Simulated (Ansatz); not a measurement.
**RbCl (rocksalt structure)**

**What was measured.** A cell as deposited of cubic RbCl (space group Fm-3m), temperature not stated, from the Crystallography Open Database (1969, doi:10.1177/000271625731300103), has a = 6.579 Å and 35.59 Å³/atom.

Computed with Ansatz (plane waves, PAW, 420 eV cutoff): PBE, scalar-relativistic, no spin polarisation, 10×10×10 k-mesh, Gaussian smearing of 0.05 eV. The datasets are Ansatz's generated set soft_2.

```
Rb Cl
1.0
     0.00000    3.34904    3.34904
     3.34904    0.00000    3.34904
     3.34904    3.34904    0.00000
Rb Cl
1 1
Direct
  0.50000 0.50000 0.50000
  0.00000 0.00000 0.00000
```

The start was a prototype's sites filled with these elements; the Crystallography Open Database holds the compound in this structure.

The cell above was scaled in volume, its shape and atoms being fixed by the lattice's symmetry. Energies are counted from the cell above.

```json
{"V (Å³/atom)": "35.50", "ΔE (meV/atom)": "5.7", "P (GPa)": "0.93", "gap on the mesh (eV)": "5.01"}
{"V (Å³/atom)": "36.06", "ΔE (meV/atom)": "?", "P (GPa)": "?", "gap on the mesh (eV)": "?"}
{"V (Å³/atom)": "36.81", "ΔE (meV/atom)": "0.7", "P (GPa)": "0.31", "gap on the mesh (eV)": "4.90"}
{"V (Å³/atom)": "37.56", "ΔE (meV/atom)": "0.0", "P (GPa)": "0.01", "gap on the mesh (eV)": "4.84"}
{"V (Å³/atom)": "38.31", "ΔE (meV/atom)": "0.6", "P (GPa)": "-0.26", "gap on the mesh (eV)": "4.78"}
{"V (Å³/atom)": "39.07", "ΔE (meV/atom)": "2.4", "P (GPa)": "-0.50", "gap on the mesh (eV)": "4.72"}
{"V (Å³/atom)": "40.19", "ΔE (meV/atom)": "7.0", "P (GPa)": "-0.81", "gap on the mesh (eV)": "4.64"}
{"V (Å³/atom)": "41.32", "ΔE (meV/atom)": "13.6", "P (GPa)": "-1.06", "gap on the mesh (eV)": "4.56"}
```

(1) Fill in the withheld row.

(2) What do the points give for the equilibrium volume, the bulk modulus and its pressure derivative (third-order Birch–Murnaghan)?

Answers:

(1) ΔE (meV/atom): 2.9, P (GPa): 0.65, gap on the mesh (eV): 4.96.

(2) V0 = 37.58 Å³/atom, B0 = 14.2 GPa, B0′ = 5.0.

B0·V0 = 14.2 GPa × 37.58 Å³ = 3.33 eV/atom sets the scale: near the minimum ΔE ≈ ½ B0 V0 x², with x = V/V0 − 1, and a pressure of 0.14 GPa squeezes the volume by about 1 %. At the ends of the curve: x = −5.5 % predicts 5.1 meV/atom and the run gives 5.7; x = +10.0 % predicts 16.5 meV/atom and the run gives 13.6. The curve is steeper than the parabola on the compressed side and flatter on the expanded side: the bulk modulus rises with pressure.

**Comparison.** The computed cell (6.698 Å, 37.56 Å³/atom) differs from the database's by +5.5 % in volume, about +1.8 % in length. PBE usually overestimates volumes, but by less than this. The static lattice also lacks zero-point motion and thermal expansion, roughly 2.3 to 5.8 % in volume at 300 K (room temperature assumed) by Grüneisen's rule, γ·3k_BT/(B0·V0) with γ of 1 to 2.5, so its own overestimate is larger than the figure. The database's entry may also be off.

Kohn–Sham gaps of semilocal functionals lie under measured ones, often by a third or more.
